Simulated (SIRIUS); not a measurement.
Runs of SIRIUS 7.12.0 on Sb. It takes space group R-3m (No. 166, trigonal). The conventional cell has a = 4.308 Å, b = 4.308 Å, c = 11.274 Å, α = 90.00°, β = 90.00°, γ = 120.00°. Sb (site symmetry 3m) is surrounded by 3 Sb at 2.91 Å. 

```csv
task,level,potentials or basis,spin,valence relativity,reference energy of the basis,start of the SCF,core relativity,V0 of scaled cells (Å³/atom),B0 (GPa),largest force (eV/Å)
equation of state,LDA,"all-electron FP-LAPW, apw+lo standard",off,iora,-,-,-,(c),61,-
band structure,PBE,"all-electron FP-LAPW, apw+lo standard","SOC, no magnetisation",iora,0.21 Ha,LDA density,-,-,-,0.18
single point,PBEsol,"all-electron FP-LAPW, apw+lo standard",off,iora,0.21 Ha,LDA density,-,-,-,0.11
band structure,PBE,"all-electron FP-LAPW (no relativity for the valence, core without relativity), apw+lo standard",off,none,0.24 Ha,LDA density,none,-,-,0.29
band structure,PBE,"all-electron FP-LAPW (Koelling-Harmon valence), apw+lo standard",off,koelling_harmon,0.21 Ha,LDA density,-,-,-,0.17
equation of state,AM05,"all-electron FP-LAPW, apw+lo standard",off,iora,-,-,-,(b),56,-
equation of state,PBEsol,"all-electron FP-LAPW, apw+lo standard",off,iora,-,-,-,(a),58,-
band structure,PBE,"all-electron FP-LAPW, apw+lo standard",off,iora,0.21 Ha,LDA density,-,-,-,0.17
```

Alike in all rows: cell as given; k mesh 8 × 8 × 8; cutoff (eV) 149; smearing fermi-dirac 0.05 eV.

Fill in the values left out.

(a) 30.19; (b) 30.25; (c) 29.58.

Caveats: the cell was scaled at fixed shape and fractional positions, which overstates the stiffness of a crystal with free parameters, most of all of layers and chains (some runs); spin-orbit coupling enters by second variation, whose total energy isn't converged in the number of states and isn't listed, and the forces lack its term (some runs); relativity is left out for the valence states, which matters for the heavier elements (some runs); relativity is left out for the core states (some runs).

Not every run made on this cell is shown here.
